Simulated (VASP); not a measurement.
# NaI (Pmma) in VASP: single point with LDA

Aim: the single point of NaI with LDA.

All numbers are computed with VASP 6.6.1; they aren't measurements. Logs are shortened: lines on timing, memory, paths and dates and some standing lists are left out, and cuts for length are marked.

## (1) The crystal as given

Symmetry: Pmma, No. 51, orthorhombic system. Conventional cell: a = 4.622 Å, b = 4.270 Å, c = 7.798 Å, α = 90.00°, β = 90.00°, γ = 90.00°. Around Na (site symmetry mm2) lie 4 I at 3.15 Å. Around I (site symmetry mm2) lie 4 Na at 3.15 Å.

Measurements of this composition are mostly on another form, of space group No. 225.

## (2) Single point, LDA

INCAR

```
SYSTEM = NaI
PREC = Accurate
ENCUT = 520
EDIFF = 1E-6
ISMEAR = 0
SIGMA = 0.05
LREAL = .False.
LASPH = .True.
NELM = 100
ALGO = Fast
ISIF = 2
LWAVE = .False.
LCHARG = .False.
NBANDS = 22
```

KPOINTS

```
Automatic mesh
0
Gamma
  6 6 4
  0 0 0
```

POSCAR

```
NaI
1.0
    4.6222093067      0.0000000000      0.0000000000
    0.0000000000      4.2697016003      0.0000000000
    0.0000000000      0.0000000000      7.7983840000
Na I
2 2
Direct
    0.2500000000      0.5000000000      0.2750310000
    0.7500000000      0.5000000000      0.7249690000
    0.2500000000      0.0000000000      0.7424270000
    0.7500000000      0.0000000000      0.2575730000
```

Potentials or basis: VASP PAW LDA potentials, release 64 (Na_pv, I).

On the command line:

```sh
> cat potpaw_LDA.64/Na_pv/POTCAR potpaw_LDA.64/I/POTCAR > POTCAR
> mpirun -np 1 vasp_std > vasp.out
```

OUTCAR:

```text
SYSTEM = NaI
   PREC = Accurate
   ENCUT = 520
   EDIFF = 1E-6
   ISMEAR = 0
   LREAL = .False.
   LASPH = .True.
   NELM = 100
   ISIF = 2

 ion  position               nearest neighbor table
   1  0.250  0.500  0.275-   4 3.15   4 3.15   4 3.15   4 3.15
   2  0.750  0.500  0.725-   3 3.15   3 3.15   3 3.15   3 3.15
   3  0.250  0.000  0.742-   2 3.15   2 3.15   2 3.15   2 3.15
   4  0.750  0.000  0.258-   1 3.15   1 3.15   1 3.15   1 3.15

  LATTYP: Found a simple orthorhombic cell.
 ALAT       =     4.2697016003
 B/A-ratio  =     1.0825602675
 C/A-ratio  =     1.8264470752

  Lattice vectors:

 A1 = (   0.0000000000,  -4.2697016003,   0.0000000000)
 A2 = (   4.6222093067,   0.0000000000,   0.0000000000)
 A3 = (   0.0000000000,   0.0000000000,   7.7983840000)

Analysis of symmetry for initial positions (statically):
=====================================================================
 Subroutine PRICEL returns:
 Original cell was already a primitive cell.

 Routine SETGRP: Setting up the symmetry group for a
 simple orthorhombic supercell.

 Subroutine GETGRP returns: Found  8 space group operations
 (whereof  4 operations were pure point group operations)
 out of a pool of  8 trial point group operations.

The static configuration has the point symmetry C_2h.
 The point group associated with its full space group is D_2h.

Analysis of symmetry for dynamics (positions and initial velocities):
=====================================================================
 Subroutine PRICEL returns:
 Original cell was already a primitive cell.

 Routine SETGRP: Setting up the symmetry group for a
 simple orthorhombic supercell.

 Subroutine GETGRP returns: Found  8 space group operations
 (whereof  4 operations were pure point group operations)
 out of a pool of  8 trial point group operations.

The dynamic configuration has the point symmetry C_2h.
 The point group associated with its full space group is D_2h.

 Subroutine INISYM returns: Found  8 space group operations
 (whereof  4 operations are pure point group operations),
 and found     1 'primitive' translations

----------------------------------------------------------------------------------------

                                     Primitive cell

  volume of cell :     153.9047

  direct lattice vectors                    reciprocal lattice vectors
     4.622209307  0.000000000  0.000000000     0.216346758  0.000000000  0.000000000
     0.000000000  4.269701600  0.000000000     0.000000000  0.234208405  0.000000000
[... 94 lines left out ...]
   NFREE  =      0    steps in history (QN), initial steepest desc. (CG)
   ISIF   =      2    stress and relaxation
   ISYM   =      2    0-nonsym 1-usesym 2-fastsym
   POTIM  = 0.5000    time-step for ionic-motion
   TEBEG  =    0.0;   TEEND  =   0.0 temperature during run
   PSTRESS=    0.0 pullay stress
   NELECT =      28.0000    total number of electrons
   NUPDOWN=      -1.0000    fix difference up-down
   EMIN   =  10.00;   EMAX   =-10.00  energy-range for DOS
   EFERMI =   0.00;   METHOD = LEGACY
   ISMEAR =     0;   SIGMA  =   0.05  broadening in eV -4-tet -1-fermi 0-gaus
   EFERMI_NEDOS =   21; number of points for ismear=-14 and -15
   IALGO  =     68    algorithm
   IMIX   =      4    mixing-type and parameters
     AMIX     =   0.40;   BMIX     =  1.00
     AMIX_MAG =   1.60;   BMIX_MAG =  1.00
  volume/ion in A,a.u.               =      38.48       259.65
  Fermi-wavevector in a.u.,A,eV,Ry     =   0.927635  1.752975 11.707893  0.860506
  Thomas-Fermi vector in A             =   2.053725
   LORBIT       =      0    0 simple, 1 ext, 2 COOP (PROOUT), +10 PAW based schemes
   GGA     = CA    functional components
   LHFCALC =     F    Hartree Fock is set to
   AEXX    =    0.0000 exact exchange contribution
   IVDW    =     0    specifies the selected vdW correction
   LEPSILON=     F    determine dielectric tensor
   LRPA    =     F    only Hartree local field effects (RPA)
 non-spin polarized calculation
 RMM-DIIS sequential band-by-band and
 Gauss-broadening in eV      SIGMA  =   0.05
  energy-cutoff  :      520.00
  volume of cell :      153.90
 maximum number of plane-waves:      4184
 NGX is ok and might be reduce to    36
   NGX = 17   NGY = 15   NGZ = 29

 number of electron      28.0000013 magnetization

 Free energy of the ion-electron system (eV)
  ---------------------------------------------------
  ext. energy  EPLUGINS =         0.00000000
  ---------------------------------------------------
  free energy    TOTEN  =       -11.38294418 eV

  energy without entropy =      -11.38294418  energy(sigma->0) =      -11.38294418

 E-fermi :   0.5752     XC(G=0):  -7.5299

 val. band max:        0.3620437961   @ k =   0.0000   0.5000   0.0000
 cond. band min:       2.8288860318   @ k =   0.0000   0.0000   0.0000
 fundamental gap:      2.4668422358
 Fermi energy:         0.5751597474

 k-point     1 :       0.0000    0.0000    0.0000
  band No.  band energies     occupation
      1     -22.8190      2.00000
      2     -22.8152      2.00000
      3     -22.7792      2.00000
      4     -22.7778      2.00000
      5     -22.7772      2.00000
      6     -22.7767      2.00000
[... 589 lines left out ...]
     21       8.4992      0.00000
     22       8.4999      0.00000

 [... further k-points ...]

------------------------ aborting loop because EDIFF is reached ----------------------------------------

  FORCE on cell =-STRESS in cart. coord.  units (eV):
  Direction    XX          YY          ZZ          XY          YZ          ZX
  --------------------------------------------------------------------------------------
  -------------------------------------------------------------------------------------
  Total       -1.6845958     -1.6383025     -0.8514953      0.0000000      0.0000000      0.0000000
  in kB      -17.5369699    -17.0550470     -8.8642316      0.0000000      0.0000000      0.0000000
  external PRESSURE =     -14.4854162 kB  Pullay stress =       0.0000000 kB

 VOLUME and BASIS-vectors are now :
 -----------------------------------------------------------------------------
  energy-cutoff  :      520.00
  volume of cell :      153.90
      direct lattice vectors                 reciprocal lattice vectors
     4.622209307  0.000000000  0.000000000     0.216346758  0.000000000  0.000000000
     0.000000000  4.269701600  0.000000000     0.000000000  0.234208405  0.000000000
     0.000000000  0.000000000  7.798384000     0.000000000  0.000000000  0.128231695

 POSITION                                       TOTAL-FORCE (eV/Angst)
 -----------------------------------------------------------------------------------
      1.15555      2.13485      2.14480        -0.000000     -0.000000     -0.032479
      3.46666      2.13485      5.65359         0.000000      0.000000      0.032479
      1.15555      0.00000      5.78973         0.000000      0.000000     -0.042855
      3.46666      0.00000      2.00865         0.000000      0.000000      0.042855
 -----------------------------------------------------------------------------------
    total drift:                                0.000000      0.000000      0.000000

  FREE ENERGIE OF THE ION-ELECTRON SYSTEM (eV)
  ---------------------------------------------------
  free  energy   TOTEN  =       -11.3829441795 eV

  energy  without entropy=      -11.3829441795  energy(sigma->0) =      -11.38294418
```

OSZICAR:

```text
N       E                     dE             d eps       ncg     rms          rms(c)
DAV:   1     0.210486053519E+03    0.21049E+03   -0.12697E+04  2120   0.113E+03
DAV:   2     0.631024147756E+01   -0.20418E+03   -0.19459E+03  2466   0.272E+02
DAV:   3    -0.111497625737E+02   -0.17460E+02   -0.17388E+02  2648   0.865E+01
DAV:   4    -0.116446870401E+02   -0.49492E+00   -0.49467E+00  2660   0.153E+01
DAV:   5    -0.116602821171E+02   -0.15595E-01   -0.15595E-01  2916   0.258E+00    0.235E+00
RMM:   6    -0.114375984764E+02    0.22268E+00   -0.20479E-01  2383   0.183E+00    0.152E+00
RMM:   7    -0.113840518219E+02    0.53547E-01   -0.25177E-01  2414   0.160E+00    0.731E-01
RMM:   8    -0.113843328841E+02   -0.28106E-03   -0.24764E-02  2365   0.117E+00    0.219E-01
RMM:   9    -0.113827615291E+02    0.15714E-02   -0.36864E-03  2905   0.427E-01    0.572E-02
RMM:  10    -0.113829105070E+02   -0.14898E-03   -0.11828E-03  2869   0.222E-01    0.595E-02
RMM:  11    -0.113829424206E+02   -0.31914E-04   -0.12038E-04  2798   0.869E-02    0.886E-03
RMM:  12    -0.113829438757E+02   -0.14551E-05   -0.48968E-05  3300   0.471E-02    0.129E-02
RMM:  13    -0.113829441795E+02   -0.30383E-06   -0.60827E-06  2635   0.178E-02
   1 F= -.11382944E+02 E0= -.11382944E+02  d E =-.252381E-11
```

stdout:

```text
POSCAR found type information on POSCAR NaI
 POSCAR found :  2 types and       4 ions
 scaLAPACK will be used
 LDA part: xc-table for (Slater(with rela. corr.)+CA(PZ))
 , standard interpolation
 POSCAR, INCAR and KPOINTS ok, starting setup
 FFT: planning ... GRIDC
 FFT: planning ... GRID_SOFT
 FFT: planning ... GRID
 WAVECAR not read
 entering main loop
```

Wall time 75 s (1 thread of AMD EPYC 9R45 (Zen 5), shared host); peak memory 0.25 GiB.

What came out:

| Quantity | Value |
| --- | --- |
| Free energy | -11.3829 eV |
| Pressure | -1.4 GPa |
| Largest force | 0.043 eV/Å |
| Band gap on the k mesh | 2.47 eV, indirect (least direct gap 2.69 eV) |

Forces on the atoms (eV/Å):
```
Na   0.000  0.000 -0.032
Na   0.000  0.000  0.032
I    0.000  0.000 -0.043
I    0.000  0.000  0.043
```

Levels at points of the mesh, in eV from the valence-band top:
```
           k point  band 10  band 11  band 12  band 13  band 14  band 15  band 16  band 17  band 18  band 19
(0.00, 0.00, 0.00)    -1.12    -0.71    -0.60    -0.33    -0.23     2.47     3.94     5.75     6.12     6.48
(0.50, 0.00, 0.00)    -2.30    -1.11    -1.11    -0.38    -0.38     5.00     5.00     5.84     5.84     6.97
(0.00, 0.50, 0.00)    -2.10    -1.60    -0.89    -0.53     0.00     3.62     4.88     5.30     5.88     6.56
(0.50, 0.50, 0.00)    -2.07    -1.79    -1.79    -0.74    -0.74     3.86     3.86     5.26     5.26     7.40
(0.00, 0.00, 0.50)    -1.20    -0.98    -0.88    -0.50    -0.44     3.50     3.69     5.49     5.56     6.96
(0.50, 0.00, 0.50)    -2.49    -0.74    -0.74    -0.38    -0.38     4.23     4.23     6.22     6.22     6.64
(0.00, 0.50, 0.50)    -2.34    -1.03    -0.79    -0.76    -0.67     4.42     4.74     5.56     5.62     6.88
(0.50, 0.50, 0.50)    -2.06    -1.96    -1.96    -0.45    -0.45     3.45     3.45     6.03     6.03     6.92
```

Caveat: spin-orbit coupling is left out, which moves the levels of the heavy elements.
